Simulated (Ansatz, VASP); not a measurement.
**One calculation of MoSe, two programs**

```
CELL_PARAMETERS angstrom
0.00000 2.57485 2.57485
2.57485 0.00000 2.57485
2.57485 2.57485 0.00000
ATOMIC_POSITIONS crystal
Mo 0.00000 0.00000 0.00000
Se 0.50000 0.50000 0.50000
```

Alike in both runs: task single point; functional r2SCAN; k mesh 14 × 14 × 14; occupations gaussian, width 0.1 eV; no spin polarisation.

```csv
,VASP,Ansatz
version,VASP 6.6.1,Ansatz 0.2.0
potentials or method,"VASP PAW PBE potentials, release 64 (Mo_sv, Se)","scalar-relativistic, plane waves, PAW"
plane-wave cutoff (eV),520,500
valence electrons in the cell,20,30
```

|  | VASP | Ansatz | Ansatz less VASP |
| --- | --- | --- | --- |
| gap on the k mesh at the Fermi level (eV) | none | none | - |
| pressure (GPa) | 5.3 | 4.9 | -0.39 |

A gap of «none» marks a metal or a gap that the smearing closes. With one functional, cell and mesh, what is left measures potentials, basis and numerics. The two sets of potentials don't hold the same shells in valence.

Caveats: the PAW data sets were made with another functional, which shifts forces and pressure a little (VASP).
